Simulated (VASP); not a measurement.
# Li8H7S8 (a cell with a defect) in VASP: electric field gradients with PBE

Aim: the electric field gradients of Li8H7S8 (a cell with a defect) with PBE.

Everything below comes from runs of VASP 6.6.1. Logs are shortened: lines on timing, memory, paths and dates and some standing lists are left out, and cuts for length are marked.

## 1. The cell of the first run

The cell holds a defect, 23 atoms: a = 8.266 Å, b = 8.335 Å, c = 8.335 Å, α = 84.76°, β = 123.38°, γ = 123.38°.

## 2. Electric field gradients, PBE (H vacancy, charge -1, host positions)

INCAR

```
SYSTEM = Li8H7S8
PREC = Accurate
ENCUT = 520
EDIFF = 1E-8
ISMEAR = -1
SIGMA = 0.01
LREAL = Auto
LASPH = .TRUE.
NELM = 100
ALGO = Fast
ISIF = 2
LWAVE = .FALSE.
LCHARG = .FALSE.
GGA = PE
LEFG = .TRUE.
NELECT = 80.0
NBANDS = 56
```

KPOINTS

```
Automatic mesh
0
G
  3 3 3
  0 0 0
```

POSCAR

```
Li8H7S8
1.0
   -6.1568700000      0.0000000000      5.5147800000
    6.1568700000     -5.6184000000      0.0000000000
    6.1568700000      5.6184000000      0.0000000000
Li H S
8 7 8
Direct
    0.5016600000      0.5008300000      0.5008300000
    0.0016600000      0.0008300000      0.5008300000
    0.0016600000      0.5008300000      0.0008300000
    0.5016600000      0.0008300000      0.0008300000
    0.5016600000      0.2508300000      0.2508300000
    0.0016600000      0.7508300000      0.2508300000
    0.0016600000      0.2508300000      0.7508300000
    0.5016600000      0.7508300000      0.7508300000
    0.0582900000      0.1167450000      0.1915450000
    0.0582900000      0.6167450000      0.6915450000
    0.5582900000      0.1167450000      0.6915450000
    0.5582900000      0.4415450000      0.8667450000
    0.0582900000      0.9415450000      0.8667450000
    0.0582900000      0.4415450000      0.3667450000
    0.5582900000      0.9415450000      0.3667450000
    0.7370500000      0.6126700000      0.8743800000
    0.2370500000      0.1126700000      0.8743800000
    0.2370500000      0.6126700000      0.3743800000
    0.7370500000      0.1126700000      0.3743800000
    0.7370500000      0.6243800000      0.3626700000
    0.2370500000      0.1243800000      0.3626700000
    0.2370500000      0.6243800000      0.8626700000
    0.7370500000      0.1243800000      0.8626700000
```

Potentials or basis: VASP PAW PBE potentials, release 64 (Li_sv, H, S).

Command:

```sh
> cat potpaw_PBE.64/Li_sv/POTCAR potpaw_PBE.64/H/POTCAR potpaw_PBE.64/S/POTCAR > POTCAR
> mpirun -np 1 vasp_std > vasp.out
```

OUTCAR:

```text
SYSTEM = Li8H7S8
   PREC = Accurate
   ENCUT = 520
   EDIFF = 1E-8
   ISMEAR = -1
   LREAL = Auto
   LASPH = .TRUE.
   NELM = 100
   ISIF = 2
   GGA = PE
   NELECT = 80.0

 ion  position               nearest neighbor table
   1  0.502  0.501  0.501-  20 2.49  16 2.49  21 2.51  18 2.51
   2  0.002  0.001  0.501-  17 2.49  21 2.49  20 2.51  19 2.51
   3  0.002  0.501  0.001-  18 2.49  22 2.49  23 2.51  16 2.51
   4  0.502  0.001  0.001-  23 2.49  19 2.49  22 2.51  17 2.51
   5  0.502  0.251  0.251-  19 2.49  20 2.49  17 2.51  21 2.51
   6  0.002  0.751  0.251-  18 2.49  21 2.49  16 2.51  20 2.51
   7  0.002  0.251  0.751-  17 2.49  22 2.49  19 2.51  23 2.51
   8  0.502  0.751  0.751-  16 2.49  23 2.49  18 2.51  22 2.51
   9  0.058  0.117  0.192-  21 1.35
  10  0.058  0.617  0.692-  22 1.35
  11  0.558  0.117  0.692-  23 1.35
  12  0.558  0.442  0.867-  16 1.35
  13  0.058  0.942  0.867-  17 1.35
  14  0.058  0.442  0.367-  18 1.35
  15  0.558  0.942  0.367-  19 1.35
  16  0.737  0.613  0.874-  12 1.35   8 2.49   1 2.49   6 2.51   3 2.51
  17  0.237  0.113  0.874-  13 1.35   7 2.49   2 2.49   5 2.51   4 2.51
  18  0.237  0.613  0.374-  14 1.35   6 2.49   3 2.49   8 2.51   1 2.51
  19  0.737  0.113  0.374-  15 1.35   5 2.49   4 2.49   7 2.51   2 2.51
  20  0.737  0.624  0.363-   1 2.49   5 2.49   2 2.51   6 2.51
  21  0.237  0.124  0.363-   9 1.35   6 2.49   2 2.49   1 2.51   5 2.51
  22  0.237  0.624  0.863-  10 1.35   7 2.49   3 2.49   4 2.51   8 2.51
  23  0.737  0.124  0.863-  11 1.35   4 2.49   8 2.49   3 2.51   7 2.51

  LATTYP: Found a face centered orthorhombic cell.
 ALAT       =    11.0295600000
 B/A-ratio  =     1.0187895075
 C/A-ratio  =     1.1164307552

  Lattice vectors:

 A1 = (  -6.1568700000,  -5.6184000000,   0.0000000000)
 A2 = (  -6.1568700000,   0.0000000000,  -5.5147800000)
 A3 = (   0.0000000000,  -5.6184000000,  -5.5147800000)

Analysis of symmetry for initial positions (statically):
=====================================================================
 Subroutine PRICEL returns:
 Original cell was already a primitive cell.

 Routine SETGRP: Setting up the symmetry group for a
 face centered orthorhombic supercell.

 Subroutine GETGRP returns: Found  2 space group operations
 (whereof  1 operations were pure point group operations)
 out of a pool of  8 trial point group operations.

The static configuration has the point symmetry C_1 .
 The point group associated with its full space group is C_1h.

Analysis of symmetry for dynamics (positions and initial velocities):
=====================================================================
 Subroutine PRICEL returns:
 Original cell was already a primitive cell.

 Routine SETGRP: Setting up the symmetry group for a
 face centered orthorhombic supercell.

 Subroutine GETGRP returns: Found  2 space group operations
 (whereof  1 operations were pure point group operations)
 out of a pool of  8 trial point group operations.

The dynamic configuration has the point symmetry C_1 .
 The point group associated with its full space group is C_1h.

 Subroutine INISYM returns: Found  2 space group operations
 (whereof  1 operations are pure point group operations),
 and found     1 'primitive' translations

----------------------------------------------------------------------------------------

                                     Primitive cell

  volume of cell :     381.5319

  direct lattice vectors                    reciprocal lattice vectors
    -6.156870000  0.000000000  5.514780000     0.000000000  0.000000000  0.181330896
     6.156870000 -5.618400000  0.000000000     0.081210095 -0.088993308  0.090665448
     6.156870000  5.618400000  0.000000000     0.081210095  0.088993308  0.090665448

  length of vectors
     8.265582051  8.335074490  8.335074490     0.181330896  0.150781670  0.150781670

  position of ions in fractional coordinates (direct lattice)
     0.501660000  0.500830000  0.500830000
     0.001660000  0.000830000  0.500830000
     0.001660000  0.500830000  0.000830000
[... 112 lines left out ...]
   TEBEG  =    0.0;   TEEND  =   0.0 temperature during run
   PSTRESS=    0.0 pullay stress
   NELECT =      80.0000    total number of electrons
   NUPDOWN=      -1.0000    fix difference up-down
   EMIN   =  10.00;   EMAX   =-10.00  energy-range for DOS
   EFERMI =   0.00;   METHOD = LEGACY
   ISMEAR =    -1;   SIGMA  =   0.01  broadening in eV -4-tet -1-fermi 0-gaus
   EFERMI_NEDOS =   21; number of points for ismear=-14 and -15
   IALGO  =     68    algorithm
   IMIX   =      4    mixing-type and parameters
     AMIX     =   0.40;   BMIX     =  1.00
     AMIX_MAG =   1.60;   BMIX_MAG =  1.00
  volume/ion in A,a.u.               =      16.59       111.94
  Fermi-wavevector in a.u.,A,eV,Ry     =   0.972586  1.837920 12.870063  0.945923
  Thomas-Fermi vector in A             =   2.102896
   LORBIT       =      0    0 simple, 1 ext, 2 COOP (PROOUT), +10 PAW based schemes
   GGA     = PE    functional components
   LHFCALC =     F    Hartree Fock is set to
   AEXX    =    0.0000 exact exchange contribution
   IVDW    =     0    specifies the selected vdW correction
   LEPSILON=     F    determine dielectric tensor
   LRPA    =     F    only Hartree local field effects (RPA)
 non-spin polarized calculation
 RMM-DIIS sequential band-by-band and
  energy-cutoff  :      520.00
  volume of cell :      381.53
 maximum number of plane-waves:     10307
 NGX is ok and might be reduce to    64
   NGX = 31   NGY = 31   NGZ = 31

 number of electron      79.9999956 magnetization

 Free energy of the ion-electron system (eV)
  ---------------------------------------------------
  ext. energy  EPLUGINS =         0.00000000
  ---------------------------------------------------
  free energy    TOTEN  =       -88.07453766 eV

  energy without entropy =      -88.07453766  energy(sigma->0) =      -88.07453766

 E-fermi :   2.1212     XC(G=0):  -7.7690

 val. band max:        1.7769171118   @ k =   0.0000   0.0000   0.0000
 cond. band min:       3.4028789650   @ k =   0.0000   0.0000   0.0000
 fundamental gap:      1.6259618531
 Fermi energy:         2.1211591694

 k-point     1 :       0.0000    0.0000    0.0000
  band No.  band energies     occupation
      1     -44.5187      2.00000
      2     -44.5157      2.00000
      3     -44.4946      2.00000
      4     -44.4916      2.00000
      5     -43.9195      2.00000
      6     -43.9165      2.00000
[... 539 lines left out ...]
     51       6.5652      0.00000
     52       6.6727      0.00000
 [bands above 52 left out]

------------------------ aborting loop because EDIFF is reached ----------------------------------------

  FORCE on cell =-STRESS in cart. coord.  units (eV):
  Direction    XX          YY          ZZ          XY          YZ          ZX
  --------------------------------------------------------------------------------------
  -------------------------------------------------------------------------------------
  Total        4.4440534      4.8819542      4.9112068      0.0000000      0.9801817      0.0000000
  in kB       18.6620362     20.5009252     20.6237662      0.0000000      4.1161039      0.0000000
  external PRESSURE =      19.9289092 kB  Pullay stress =       0.0000000 kB

 VOLUME and BASIS-vectors are now :
 -----------------------------------------------------------------------------
  energy-cutoff  :      520.00
  volume of cell :      381.53
      direct lattice vectors                 reciprocal lattice vectors
    -6.156870000  0.000000000  5.514780000     0.000000000  0.000000000  0.181330896
     6.156870000 -5.618400000  0.000000000     0.081210095 -0.088993308  0.090665448
     6.156870000  5.618400000  0.000000000     0.081210095  0.088993308  0.090665448

 POSITION                                       TOTAL-FORCE (eV/Angst)
 -----------------------------------------------------------------------------------
      3.07844      0.00000      2.76654        -0.434971     -0.421956      0.338742
      3.07843      2.80920      0.00915        -0.438425      0.352518     -0.401153
      3.07844     -2.80920      0.00915        -0.075055     -0.093015      0.148423
     -3.07843      0.00000      2.76654        -0.062047      0.132404     -0.110197
      0.00000      0.00000      2.76654         0.434971     -0.421956      0.338742
      6.15687     -2.80920      0.00915         0.438425      0.352518     -0.401153
[... 15 lines left out ...]
      7.69609      1.33881      1.30728         0.000000      0.472463      0.434086
      1.53922      4.14801      4.06467         0.000000      0.035840      0.037164
 -----------------------------------------------------------------------------------
    total drift:                                0.000006      0.000099     -0.013067

  FREE ENERGIE OF THE ION-ELECTRON SYSTEM (eV)
  ---------------------------------------------------
  free  energy   TOTEN  =       -88.0745376642 eV

  energy  without entropy=      -88.0745376642  energy(sigma->0) =      -88.07453766

 Electric field gradients (V/A^2)
---------------------------------------------------------------------
 ion       V_xx      V_yy      V_zz      V_xy      V_xz      V_yz
---------------------------------------------------------------------
   1      -0.012    -0.046     0.058    -0.559     0.420     0.291
   2      -0.038     0.040    -0.002     0.376    -0.474     0.330
   3      -0.056     0.042     0.014    -0.208     0.174    -0.042
   4      -0.081     0.025     0.055     0.095    -0.139    -0.013
   5      -0.012    -0.046     0.058     0.559    -0.430     0.291
   6      -0.038     0.040    -0.002    -0.376     0.465     0.330
[... 15 lines left out ...]
  22     -69.776    26.548    43.228    -0.000     0.000    84.245
  23     -91.365    37.390    53.975    -0.000     0.000   124.196
---------------------------------------------------------------------

 Electric field gradients after diagonalization (V/A^2)
 (convention: |V_zz| > |V_xx| > |V_yy|)
----------------------------------------------------------------------
 ion       V_xx      V_yy      V_zz     asymmetry (V_yy - V_xx)/ V_zz
----------------------------------------------------------------------
   1       0.565     0.298    -0.863       0.309
   2       0.458     0.337    -0.794       0.153
   3      -0.271    -0.016     0.287       0.890
   4       0.171     0.023    -0.194       0.763
   5       0.570     0.299    -0.869       0.311
   6       0.449     0.339    -0.788       0.140
[... 15 lines left out ...]
  22     -69.776   -49.769   119.545       0.167
  23     -91.365   -78.790   170.155       0.074
----------------------------------------------------------------------

           NMR quadrupolar parameters

 Cq : quadrupolar parameter    Cq=e*Q*V_zz/h
 eta: asymmetry parameters     (V_yy - V_xx)/ V_zz
 Q  : nuclear electric quadrupole moment in mb (millibarn)
----------------------------------------------------------------------
 ion       Cq(MHz)       eta       Q (mb)
----------------------------------------------------------------------
   1      -0.002       0.309       1.000
   2      -0.002       0.153       1.000
   3       0.001       0.890       1.000
   4      -0.000       0.763       1.000
   5      -0.002       0.311       1.000
   6      -0.002       0.140       1.000
[... 15 lines left out ...]
  22       0.289       0.167       1.000
  23       0.411       0.074       1.000
----------------------------------------------------------------------
```

Wall time 28 min (1 thread of Intel Xeon Platinum 8488C (Sapphire Rapids), shared host); peak memory 0.62 GiB.

Results:

```
Free energy            : -88.0745 eV
Largest force          : 0.863 eV/Å
Band gap on the k mesh : 1.63 eV, direct
```

Forces on the atoms (eV/Å):
```
Li  -0.435 -0.422  0.339
Li  -0.438  0.353 -0.401
Li  -0.075 -0.093  0.148
Li  -0.062  0.132 -0.110
Li   0.435 -0.422  0.339
Li   0.438  0.353 -0.401
Li   0.075 -0.093  0.148
Li   0.062  0.132 -0.110
H    0.000 -0.017 -0.014
H    0.000 -0.647 -0.571
H    0.000 -0.061 -0.063
H    0.144  0.082 -0.001
H   -0.149  0.013 -0.073
H    0.149  0.013 -0.073
H   -0.144  0.082 -0.001
S   -0.141 -0.073  0.010
S    0.111  0.005  0.065
S   -0.111  0.005  0.065
S    0.141 -0.073  0.010
S    0.000  0.186  0.181
S    0.000  0.036  0.038
S    0.000  0.472  0.434
S    0.000  0.036  0.037
```

Levels at points of the mesh, in eV from the valence-band top:
| k point | band 36 | band 37 | band 38 | band 39 | band 40 | band 41 | band 42 | band 43 | band 44 | band 45 |
| --- | --- | --- | --- | --- | --- | --- | --- | --- | --- | --- |
| (0.00, 0.00, 0.00) | -2.25 | -1.98 | -0.79 | -0.61 | 0.00 | 1.63 | 1.96 | 2.33 | 2.47 | 2.82 |

Electric field gradients, principal values (V/Å²):
```tsv
atom	Vxx	Vyy	Vzz
1 Li	0.298	0.565	-0.863
2 Li	0.337	0.458	-0.794
3 Li	-0.016	-0.271	0.287
4 Li	0.023	0.171	-0.194
5 Li	0.299	0.570	-0.869
6 Li	0.339	0.449	-0.788
7 Li	-0.015	-0.274	0.290
8 Li	0.023	0.166	-0.190
9 H	-11.139	-11.200	22.339
10 H	-9.557	-9.925	19.482
11 H	-10.890	-11.146	22.036
12 H	-10.732	-11.439	22.172
13 H	-10.741	-11.442	22.183
14 H	-10.741	-11.442	22.183
15 H	-10.732	-11.440	22.172
16 S	-68.112	-104.240	172.352
17 S	-67.753	-104.917	172.670
18 S	-67.753	-104.917	172.670
19 S	-68.112	-104.241	172.352
20 S	3.602	13.784	-17.386
21 S	-85.188	-92.793	177.980
22 S	-49.769	-69.776	119.545
23 S	-78.790	-91.365	170.155
```

Caveat: the cell carries a net charge on a neutralising background, which shifts energy and pressure; the cell is charged against a uniform background, so pressure and absolute levels hang on convention; the cutoff is under 1.25 times the usual one of these potentials, so pressure, stress and relaxed cells hold a basis-set (Pulay) error.
